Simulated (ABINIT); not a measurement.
# BN (P1) in ABINIT: convergence with boxcutmin

Aim: find how far boxcutmin must go before the results for BN settle, at PBE. This setting moves, with any that are tied to it; all else stays.

All numbers are computed with ABINIT 10.8.3 (patched build); they aren't measurements. Logs are shortened: lines on timing, memory, paths and dates and some standing lists are left out, and cuts for length are marked. The log counts tension as positive stress, the text compression.

**1. The crystal as given**

The typed cell holds 2 atoms: a = 2.508 Å, b = 2.508 Å, c = 3.274 Å, α = 101.11°, β = 101.11°, γ = 119.81°.

The cell comes from a database or a generator and needn't be the stable form of this composition.

**2. With boxcutmin 1.3**

run.abi

```
pp_dirpath "./"
pseudos "N.upf, B.upf"

acell 2.5080409239 2.5080409239 3.2737565396 Angstrom
rprim
     1.0000000000     0.0000000000     0.0000000000
    -0.4970854952     0.8677015676     0.0000000000
    -0.1926426330    -0.3323752110     0.9232635242
ntypat 2
znucl 7 5
natom 2
typat 1 2
xred
     0.6685060000     0.3323850000     0.9849990000
     0.9796430000     0.9834990000     0.0018060000
chkprim 0
chksymtnons 0
tolsym 1.0e-6

ecut 42.0

kptopt 1
ngkpt 9 9 6
nshiftk 1
shiftk 0.0 0.0 0.0

ixc 11

nband 8
occopt 6
tsmear 0.00367493

nstep 100
tolvrs 1.0e-10
boxcutmin 1.3

iomode 3
prtwf 0
prtden 0
prteig 0
prtebands 0
enunit 2
```

Potentials or basis: PseudoDojo NC SR PBE v0.5 standard.

Started as:

```sh
abinit run.abi > log 2>&1
```

run.abo:

```text
.Version 10.8.3 of ABINIT
 Symmetries : space group P1 (#  1); Bravais aP (primitive triclinic)
================================================================================
 Values of the parameters that define the memory need of the present run
     intxc =       0    ionmov =       0      iscf =       7    lmnmax =       4
     lnmax =       4     mgfft =      24  mpssoang =       2    mqgrid =    3001
     natom =       2  nloc_mem =       1    nspden =       1   nspinor =       1
    nsppol =       1      nsym =       1    n1xccc =    2501    ntypat =       2
    occopt =       6   xclevel =       2
       mpw =        1464          nfft =        7776          nkpt =         244
================================================================================
================================================================================

--------------------------------------------------------------------------------
------------- Echo of variables that govern the present computation ------------
--------------------------------------------------------------------------------
 -outvars: echo values of preprocessed input variables --------
            acell      4.7395104587E+00  4.7395104587E+00  6.1865032627E+00 Bohr
              amu      1.40067400E+01  1.08110000E+01
        boxcutmin      1.30000000E+00
          chkprim           0
      chksymtnons           0
             ecut      4.20000000E+01 Hartree
           enunit           2
                       outvar_i_n : Printing only first  50 k-points.
              ixc          11
                       outvar_i_n : Printing only first  50 k-points.
         kptrlatt        9    0    0      0    9    0      0    0    6
          kptrlen      3.71190196E+01
            natom           2
            nband           8
            ngfft          18      18      24
             nkpt         244
            nstep         100
             nsym           1
[... 162 lines left out ...]
  -0.52412    0.00759    0.05564    0.11533    0.34980    0.52408    0.60206    0.62017
      occupation numbers for kpt#   1
   2.00000    2.00000    2.00000    2.00000    0.00000    0.00000    0.00000    0.00000
 prteigrs : prtvol=0 or 1, do not print more k-points.

 Fermi (or HOMO) energy (eV) =   6.98948   Average Vxc (eV)= -10.74569
 Eigenvalues (   eV  ) for nkpt= 244  k points:
 kpt#   1, nband=  8, wtk=  0.00206, kpt=  0.0000  0.0000  0.0000 (reduced coord)
 -14.26212    0.20641    1.51395    3.13823    9.51864   14.26089   16.38289   16.87557
 prteigrs : prtvol=0 or 1, do not print more k-points.

--- !EnergyTerms
iteration_state     : {dtset: 1, }
comment             : Components of total free energy in Hartree
kinetic             :  9.36870647839274E+00
hartree             :  3.42121030315138E+00
xc                  : -4.33822145386659E+00
Ewald energy        : -1.01493083076207E+01
psp_core            :  6.17860607736610E-01
local_psp           : -1.12538753762746E+01
non_local_psp       : -1.06763268543167E+00
internal            : -1.34012604339128E+01
'-kT*entropy'       :  8.87120336342293E-07
total_energy        : -1.34012595467925E+01
total_energy_eV     : -3.64666849710410E+02
band_energy         : -1.02302976848762E+00
...

 Cartesian components of stress tensor (hartree/bohr^3)
  sigma(1 1)=  1.04448364E-04  sigma(3 2)= -3.96427476E-05
  sigma(2 2)= -3.04853527E-04  sigma(3 1)= -1.83805259E-05
  sigma(3 3)= -2.82067670E-04  sigma(2 1)=  1.71567651E-04

-Cartesian components of stress tensor (GPa)         [Pressure=  4.7316E+00 GPa]
- sigma(1 1)=  3.07297696E+00  sigma(3 2)= -1.16632990E+00
- sigma(2 2)= -8.96910041E+00  sigma(3 1)= -5.40773741E-01
- sigma(3 3)= -8.29871737E+00  sigma(2 1)=  5.04769456E+00

== END DATASET(S) ==============================================================
================================================================================

 -outvars: echo values of variables after computation  --------
            acell      4.7395104587E+00  4.7395104587E+00  6.1865032627E+00 Bohr
           etotal     -1.3401259547E+01
            fcart     -3.2356332394E-02 -4.0711443192E-02  1.1679783706E-02
                       3.2356332394E-02  4.0711443192E-02 -1.1679783706E-02
            rprim      1.0000000000E+00  0.0000000000E+00  0.0000000000E+00
                      -4.9708549520E-01  8.6770156760E-01  0.0000000000E+00
                      -1.9264263300E-01 -3.3237521100E-01  9.2326352420E-01
           strten      1.0444836373E-04 -3.0485352663E-04 -2.8206767011E-04
                      -3.9642747566E-05 -1.8380525852E-05  1.7156765085E-04
           xangst      6.4104797564E-01 -3.4844614503E-01  2.9771988776E+00
                       1.2297069634E+00  2.1383559162E+00  5.4587072402E-03
             xred      6.6850600000E-01  3.3238500000E-01  9.8499900000E-01
                       9.7964300000E-01  9.8349900000E-01  1.8060000000E-03
 Calculation completed.
```

Run time: 26 s. Hardware: 1 thread of Arm Neoverse V2, shared host; peak memory 0.1 GiB.

Results:

```
Free energy                                       : -364.6668 eV
Pressure                                          : 4.7 GPa
Largest force                                     : 2.741 eV/Å
Band gap on the k mesh                            : 3.13 eV, indirect (least direct gap 4.53 eV)
All electrons inside the program's atomic spheres : N 5.76; B 3.51
```

**3. With boxcutmin 1.5**

Edit run.abi of step 2 so:

```diff
@@ -34,3 +34,3 @@
 tolvrs 1.0e-10
-boxcutmin 1.3
+boxcutmin 1.5
```

Potentials or basis: PseudoDojo NC SR PBE v0.5 standard.

Started as:

```sh
abinit run.abi > log 2>&1
```

It took 39 s on 1 thread of Arm Neoverse V2, shared host; peak memory 0.1 GiB.

It converged, with:

```yaml
Free_energy: -364.6659 eV
Pressure: 4.7 GPa
Largest_force: 2.741 eV/Å
Band_gap_on_the_k_mesh: 3.13 eV, indirect (least direct gap 4.53 eV)
All_electrons_inside_the_program's_atomic_spheres: N 5.77; B 3.50
```

**4. With boxcutmin 1.7**

Edit run.abi of step 3 so:

```diff
@@ -34,3 +34,3 @@
 tolvrs 1.0e-10
-boxcutmin 1.5
+boxcutmin 1.7
```

Started as:

```sh
abinit run.abi > log 2>&1
```

Wall time 40 s (1 thread of Arm Neoverse V2, shared host); peak memory 0.1 GiB.

Results (log left out):

```
Free energy                                       : -364.6659 eV
Pressure                                          : 4.7 GPa
Largest force                                     : 2.741 eV/Å
Band gap on the k mesh                            : 3.13 eV, indirect (least direct gap 4.53 eV)
All electrons inside the program's atomic spheres : N 5.77; B 3.49
```

**5. With boxcutmin 1.85**

Edit run.abi of step 4 so:

```diff
@@ -34,3 +34,3 @@
 tolvrs 1.0e-10
-boxcutmin 1.7
+boxcutmin 1.85
```

Started as:

```sh
abinit run.abi > log 2>&1
```

It took 48 s on 1 thread of Arm Neoverse V2, shared host; peak memory 0.1 GiB.

The run converged. Its results:

| Property | Result |
| --- | --- |
| Free energy | -364.6659 eV |
| Pressure | 4.7 GPa |
| Largest force | 2.741 eV/Å |
| Band gap on the k mesh | 3.13 eV, indirect (least direct gap 4.53 eV) |
| All electrons inside the program's atomic spheres | N 5.76; B 3.52 |

**6. With boxcutmin 2**

Edit run.abi of step 5 so:

```diff
@@ -34,3 +34,3 @@
 tolvrs 1.0e-10
-boxcutmin 1.85
+boxcutmin 2.0
```

Potentials or basis: PseudoDojo NC SR PBE v0.5 standard.

Started as:

```sh
abinit run.abi > log 2>&1
```

It took 59 s on 1 thread of Arm Neoverse V2, shared host; peak memory 0.1 GiB.

Results (log left out):

| Quantity | Value |
| --- | --- |
| Free energy | -364.6659 eV |
| Pressure | 4.7 GPa |
| Largest force | 2.741 eV/Å |
| Band gap on the k mesh | 3.13 eV, indirect (least direct gap 4.53 eV) |
| All electrons inside the program's atomic spheres | N 5.77; B 3.50 |

**7. With boxcutmin 2.3**

Edit run.abi of step 6 so:

```diff
@@ -34,3 +34,3 @@
 tolvrs 1.0e-10
-boxcutmin 2.0
+boxcutmin 2.3
```

Started as:

```sh
abinit run.abi > log 2>&1
```

Wall time 68 s (1 thread of Arm Neoverse V2, shared host); peak memory 0.11 GiB.

The run converged. Its results:

```
Free energy                                       : -364.6659 eV
Pressure                                          : 4.7 GPa
Largest force                                     : 2.741 eV/Å
Band gap on the k mesh                            : 3.13 eV, indirect (least direct gap 4.53 eV)
All electrons inside the program's atomic spheres : N 5.77; B 3.50
```

**8. With boxcutmin 2.7**

Edit run.abi of step 7 so:

```diff
@@ -34,3 +34,3 @@
 tolvrs 1.0e-10
-boxcutmin 2.3
+boxcutmin 2.7
```

Started as:

```sh
abinit run.abi > log 2>&1
```

Run time: 1.7 min. Hardware: 1 thread of Arm Neoverse V2, shared host; peak memory 0.12 GiB.

The run converged. Its results:

```yaml
Free_energy: -364.6659 eV
Pressure: 4.7 GPa
Largest_force: 2.741 eV/Å
Band_gap_on_the_k_mesh: 3.13 eV, indirect (least direct gap 4.53 eV)
All_electrons_inside_the_program's_atomic_spheres: N 5.76; B 3.51
```

**9. The series at a glance**

```csv
boxcutmin,energy less the tightest run (meV/atom),pressure (GPa),SCF cycles,CPU time (s),peak memory (GiB)
1.3,-0.47,4.73,9,26,0.1
1.5,0.00,4.66,10,39,0.1
1.7,0.00,4.66,10,40,0.1
1.85,0.00,4.66,10,48,0.1
2,0.00,4.66,10,59,0.1
2.3,0.00,4.66,10,68,0.11
2.7,0.00,4.66,10,100,0.12
```

Against the tightest run, the energy stays within 1 meV/atom from 1.3 on; the pressure stays within 0.1 GPa from 1.3 on. The tightest run that finished is the yardstick and may itself not be fully converged.

Caveats: an odd mesh through Γ misses points on the zone boundary, where band edges often lie; forces of over 1 eV/Å show positions far from the minimum, so gaps and moduli don't describe the material at rest.
